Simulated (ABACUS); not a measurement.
An input for ABACUS 3.10.1 (K):

The input run_abacus.py:

```python
"""ABACUS run from a structure file: ASE reads it, the script writes STRU, KPT and INPUT."""
import re
import subprocess
from ase.io import read
from ase.units import Bohr

atoms = read("K.xyz")
atoms = atoms[(-atoms.numbers).argsort(kind="stable")]  # ABACUS lists atoms element by element
pseudo = {'K': 'K.upf'}
orbital = {'K': 'K_confined-atom_10au_2s1p.orb'}
magmoms = None
kmesh = [6, 6, 6]
params = {
    'suffix': 'K',
    'calculation': 'scf',
    'basis_type': 'lcao',
    'pseudo_dir': './',
    'orbital_dir': './',
    'symmetry': 1,
    'dft_functional': 'pbe',
    'ecutwfc': 100,
    'pseudo_rcut': 10,
    'nspin': 1,
    'nbands': 5,
    'ks_solver': 'genelpa',
    'smearing_method': 'fd',
    'smearing_sigma': 0.00367493,
    'scf_thr': 1e-07,
    'scf_nmax': 100,
    'mixing_type': 'broyden',
    'mixing_beta': 0.7,
    'cal_force': 1,
    'cal_stress': 1,
    'out_mul': 1,
    'out_chg': 1,
    'out_pot': 2,
    'out_elf': 1,
}

symbols = atoms.get_chemical_symbols()
elements = list(dict.fromkeys(symbols))
lines = ["ATOMIC_SPECIES"] + [f"{e} {atoms.get_masses()[symbols.index(e)]:.4f} {pseudo[e]}" for e in elements]
if orbital:
    lines += ["", "NUMERICAL_ORBITAL"] + [orbital[e] for e in elements]
lines += ["", "LATTICE_CONSTANT", f"{1 / Bohr:.10f}", "", "LATTICE_VECTORS"]
lines += [" ".join(f"{x:.10f}" for x in v) for v in atoms.cell]
lines += ["", "ATOMIC_POSITIONS", "Direct"]
for e in elements:
    lines += ["", e, "0.0", str(symbols.count(e))]
    for i, p in enumerate(atoms.get_scaled_positions(wrap=False)):
        if symbols[i] == e:
            mag = "" if magmoms is None else " mag " + " ".join(str(x) for x in (magmoms[i] if isinstance(magmoms[i], list) else [magmoms[i]]))
            lines.append(" ".join(f"{x:.10f}" for x in p) + " 1 1 1" + mag)
open("STRU", "w").write("\n".join(lines) + "\n")
open("KPT", "w").write("K_POINTS\n0\nGamma\n%d %d %d 0 0 0\n" % tuple(kmesh))
open("INPUT", "w").write("INPUT_PARAMETERS\n" + "".join(f"{k:<20s}{v}\n" for k, v in params.items()))

done = subprocess.run(['mpirun', '-np', '4', 'abacus'])
if done.returncode:
    raise SystemExit(done.returncode)
log = open("OUT.K/running_scf.log").read()
print("final energy (eV):", re.findall(r"FINAL_ETOT_IS (\S+)", log))
```

File K.xyz:

```xyz
1
Lattice="-2.6975585167 2.6975585167 2.6975585167 2.6975585167 -2.6975585167 2.6975585167 2.6975585167 2.6975585167 -2.6975585167" Properties=species:S:1:pos:R:3 pbc="T T T"
K      0.0000000000      0.0000000000      0.0000000000
```

Potentials or basis: Ansatz NC PBE, SZ LCAO (the cutoffs set its grid).

Launch:

```bash
$ OMP_NUM_THREADS=1 python run_abacus.py > log
```

**Question.** Does this run start?

**Answer.** The run stopped without a result. It printed:

running log:

```text
[... set-up lines left out ...]
                           L of projector = 0
                           L of projector = 0
                           L of projector = 1
                           L of projector = 1
                           L of projector = 2
                           L of projector = 2
     initial pseudo atomic orbital number = 5

 SETUP THE ELECTRONS NUMBER
             electron number of element K = 9
       total electron number of element K = 9
            AUTOSET number of electrons:  = 9
                           occupied bands = 5
 !!!!!!!!!!!!!!!!!!!!!!!!!!!!!!!!!!!!!!!!!!!!!!!!!!!!!!!!!
                         NOTICE
 !!!!!!!!!!!!!!!!!!!!!!!!!!!!!!!!!!!!!!!!!!!!!!!!!!!!!!!!!

 for smearing, num. of bands > num. of occupied bands
 CHECK IN FILE : OUT.K/warning.log

 !!!!!!!!!!!!!!!!!!!!!!!!!!!!!!!!!!!!!!!!!!!!!!!!!!!!!!!!!
                         NOTICE
 !!!!!!!!!!!!!!!!!!!!!!!!!!!!!!!!!!!!!!!!!!!!!!!!!!!!!!!!!
 Check in file : OUT.K/warning.log
```

On the terminal:

```text
ABACUS v3.10.1

               Atomic-orbital Based Ab-initio Computation at UStc

 !!!!!!!!!!!!!!!!!!!!!!!!!!!!!!!!!!!!!!!!!!!!!!!!!!!!!!!!!
                         NOTICE
 !!!!!!!!!!!!!!!!!!!!!!!!!!!!!!!!!!!!!!!!!!!!!!!!!!!!!!!!!

 for smearing, num. of bands > num. of occupied bands
 CHECK IN FILE : OUT.K/warning.log

 !!!!!!!!!!!!!!!!!!!!!!!!!!!!!!!!!!!!!!!!!!!!!!!!!!!!!!!!!
                         NOTICE
 !!!!!!!!!!!!!!!!!!!!!!!!!!!!!!!!!!!!!!!!!!!!!!!!!!!!!!!!!
```
